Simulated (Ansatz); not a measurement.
**WS2 (fluorite type): how the settings move a single-point run**

Aim: see which settings change the result for WS2 (fluorite type), by how much, and at what cost.

Program: Ansatz 0.2.0. Level of theory: reference: DFT, PBE, PAW with Ansatz's default frozen-core files, scalar-relativistic. These are calculated values, not measurements.

## 1. The structure to begin with

It takes space group Fm-3m (No. 225, cubic). The conventional cell has a = 5.874 Å, b = 5.874 Å, c = 5.874 Å, α = 90.00°, β = 90.00°, γ = 90.00°. Around W (site symmetry m-3m) lie 8 S at 2.54 Å. S (site symmetry -43m) is surrounded by 4 W at 2.54 Å.

Structure file:

```xyz
3
Lattice="0.0000 2.9372 2.9372 2.9372 0.0000 2.9372 2.9372 2.9372 0.0000" Properties=species:S:1:pos:R:3 pbc="T T T"
W     0.0000    0.0000    0.0000
S     1.4686    1.4686    1.4686
S     4.4058    4.4058    4.4058
```

## 2. Baseline

File input.yaml:

```yaml
crystal:
  lattice:
    - [0.0, 2.937189484, 2.937189484]
    - [2.937189484, 0.0, 2.937189484]
    - [2.937189484, 2.937189484, 0.0]
  atoms:
    - { symbol: W, position: [0.0, 0.0, 0.0] }
    - { symbol: S, position: [0.25, 0.25, 0.25] }
    - { symbol: S, position: [0.75, 0.75, 0.75] }
kpoints:
  mp_grid: { grid: [11, 11, 11] }
  band_path:
    path:
      - [0.0, 0.0, 0.0]
      - [0.5, 0.0, 0.5]
      - [0.625, 0.25, 0.625]
      - [0.375, 0.375, 0.75]
      - [0.0, 0.0, 0.0]
      - [0.5, 0.5, 0.5]
      - [0.5, 0.25, 0.75]
      - [0.5, 0.0, 0.5]
    npoints: 14
scf:
  occupations: { method: fermi_dirac, width: 0.08 }
hamiltonian:
  xc: pbe
  pseudopotentials: { kind: paw }
output:
  forces: true
  stress: true
  eigenvalues: true
  efg: { contact_densities: true }
  populations: true
  bader: true
  dos: { projected: true, de: 0.2, e_range: [-14, 8] }
  write_density: true
  write_potential: true
  elf: true
  volumetric_format: npy
```

Launch:

```sh
$ ansatz run input.yaml --threads 1 --pin off --max-ram 3072MiB --backend cpu --events-out ev --progress --plain --runs-dir out
```

Excerpt of the output:

```text
[...]
Basis set: ecut = 420 eV, 965 PW (Γ), exchange–correlation on 60×60×60 points (8 copies of the dense FFT grid, shifted against one another)
[...]
k-points: 56 of 1331
[...]
SCF iter   1: F=—  HF=-12188.920633 eV  |F-HF|=—  |Δ(HF+E_count)|=         —  Δρ=6.89e-3  dr2=1.72e-2  ethr=1.77e-3  ⟨swp⟩=5.6  Hψ=5314  notcnv=0
preconditioner: auto → LDOS  [metal: Δε(μ)=0.058 eV  Ē_g=8.264 eV  σ=0.080 eV  W_gap=0.18  n_scr=14 (ndim 8)  ℏωp=22.1 eV  f_vac=0.023  D(μ)=3.72/eV (n_scr^D=50)  β→1.0]
SCF iter   2: F=—  HF=-12188.923484 eV  |F-HF|=—  |Δ(HF+E_count)|=   2.85e-3  Δρ=1.49e-3  dr2=9.07e-4  ethr=6.60e-5  ⟨swp⟩=2.4  Hψ=1814  notcnv=0
[...]
SCF iter   5: F=—  HF=-12188.923959 eV  |F-HF|=—  |Δ(HF+E_count)|=   1.76e-5  Δρ=2.27e-5  dr2=5.01e-7  ethr=6.90e-9  ⟨swp⟩=2.0  Hψ=1684  notcnv=0
SCF iter   6: F=-12188.923959 eV  HF=-12188.923959 eV  |F-HF|=1.16e-8  |Δ(HF+E_count)|=   1.03e-8  Δρ=8.06e-6  dr2=2.83e-8  ethr=3.85e-10  ⟨swp⟩=7.4  Hψ=6407  notcnv=0
[...]
SCF converged after 6 iterations
Free energy (F): -12188.923959 eV
[...]
E sigma→0 (E₀):  -12188.883755 eV
[...]
Fermi energy:    12.686486 eV
[...]
  P = ⅓ Tr σ = 0.0206 GPa (0.206 kbar)
[...]
```

It took 16 s on 1 thread of Intel Xeon 6975P-C (Granite Rapids), shared host; peak memory 0.44 GiB.

## 3. Changing settings: xc_grid 1, ecutwfc 800 eV

input.yaml: that of step 2 with these lines changed.

```diff
@@ -33,4 +33,2 @@
   populations: true
-  bader: true
-  dos: { projected: true, de: 0.2, e_range: [-14, 8] }
   write_density: true
@@ -39 +37,4 @@
   volumetric_format: npy
+basis:
+  xc_grid: 1
+  ecutwfc: "800 eV"
```

Launch:

```sh
$ ansatz run input.yaml --threads 1 --pin off --max-ram 3072MiB --backend cpu --events-out ev --progress --plain --runs-dir out
```

Output, cut to the lines that bear on the results:

```text
W: output.efg is read without spin–orbit coupling, which moves field gradients at and beside such atoms by some per cent and up to a factor of two; PAW files take it under magnetization.noncollinear and magnetization.spin_orbit
[...]
Pseudopotentials: kind: paw
Pseudopotential: W, paw, valence charge 14, recommended cutoff 420 eV (normal)
Pseudopotential: S, paw, valence charge 6, recommended cutoff 420 eV (normal)
Functional definition: PBE
[...]
Crystal: 3 atoms, lattice volume = 50.679 Å³
Basis set: ecut = 800 eV, 2637 PW (Γ)
Bands: 17, of which v1, the nominal top of the filled ones, is band 13 counted from 1 (12 counted from 0)
Symmetry: 48 space group operations
Space group: Fm-3m (ITA 225), of the structure as read, at distance tolerance 3.7e-5 Å
k-points: 56 of 1331
[...]
SCF iter   1: F=—  HF=-12188.922833 eV  |F-HF|=—  |Δ(HF+E_count)|=         —  Δρ=6.96e-3  dr2=1.71e-2  ethr=1.77e-3  ⟨swp⟩=5.7  Hψ=5345  notcnv=0
[...]
SCF iter   6: F=-12188.925870 eV  HF=-12188.925870 eV  |F-HF|=1.05e-8  |Δ(HF+E_count)|=   4.86e-9  Δρ=6.31e-6  dr2=2.09e-8  ethr=3.85e-10  ⟨swp⟩=9.4  Hψ=6649  notcnv=0
[...]
NSCF: frozen V_eff on 99 k-points
SCF converged after 6 iterations
Free energy (F): -12188.925870 eV
[...]
E sigma→0 (E₀):  -12188.885663 eV
Entropy (-TS):   -0.080414 eV (-26.805 meV/atom)
Fermi energy:    12.686415 eV
[...]
--- Forces (eV/Å), atoms counted from 1 ---
  atom   1  W     -0.00000000     0.00000000     0.00000000
  atom   2  S     -0.00000000    -0.00000000    -0.00000000
  atom   3  S     -0.00000000     0.00000000    -0.00000000
[...]
--- Stress (GPa, compression-positive) ---
        0.013044       0.000000      -0.000000
       -0.000000       0.013044      -0.000000
        0.000000      -0.000000       0.013044
  P = ⅓ Tr σ = 0.0130 GPa (0.130 kbar)
--- PAW observables at the nuclei: V_zz in 10²¹ V/m², potentials from the cell's mean, atoms counted from 1 ---
  atom   1  W  V_zz =    +0.000000   η = 0.0000   by run symmetry: forbidden
            electrostatic potential = -14807.246108 V   contact ρ = 8821986.617369 e/Å³
  atom   2  S  V_zz =    -0.000000   η = 0.0000   by run symmetry: forbidden
            electrostatic potential = -1639.518715 V   contact ρ = 19770.542962 e/Å³
  atom   3  S  V_zz =    +0.000000   η = 0.0000   by run symmetry: forbidden
            electrostatic potential = -1639.518715 V   contact ρ = 19770.542962 e/Å³
--- Band table (eV; the first three rows and the last of 56) ---
  k-point 0: bands = ["-61.5781", "-25.8081", "-25.8081", "-25.8081", "-3.1573", "1.6551", "6.2986", "6.2986", "6.2986", "11.6642", "11.6642", "11.8831", "11.8831", "11.8831", "17.2987", "17.2987", "17.2987"]
[...]
--- Löwdin populations: 3 sites ---
  site symbol       q [e]
     0      W     13.5258
     1      S      6.1189
     2      S      6.1189
  spilling = 0.009095 (of n_electrons = 26.000000)
```

It took 6.3 s on 1 thread of Intel Xeon 6975P-C (Granite Rapids), shared host; peak memory 0.5 GiB.

Changing the numerical grids and cutoff moves the energy by -0.6 meV/atom.

## 4. All runs together

| run | ending | energy change | pressure (GPa) | gap (eV) | force (eV/Å) | cycles | time |
| --- | --- | --- | --- | --- | --- | --- | --- |
| reference | converged | 0 | 0.0 | 0.00 | 0.00 | 6 | 16 s |
| 1: xc_grid 1, ecutwfc 800 eV | converged | -0.6 meV/atom | 0.0 | 0.00 | 0.00 | 6 | 6.3 s |

Times don't compare one to one where runs were asked for different outputs or read a saved state (see the inputs); cycles may leave out searches for a lower state.

Residual by cycle in the longest SCF loop of each run; runs are numbered as in the table. The quantity is the density residual dr2, in eV.

| cycle | reference | run 1 |
| --- | --- | --- |
| 1 | 0.0172 | 0.0171 |
| 2 | 9.1e-4 | 7.6e-4 |
| 3 | 1.0e-4 | 9.1e-5 |
| 4 | 1.8e-6 | 2.0e-6 |
| 5 | 5.0e-7 | 3.9e-7 |
| 6 | 2.8e-8 | 2.1e-8 |

What this shows: Changing the numerical grids and cutoff moves the energy by -0.6 meV/atom. The reference has no spin polarisation; with W present, a magnetic state may lie lower.
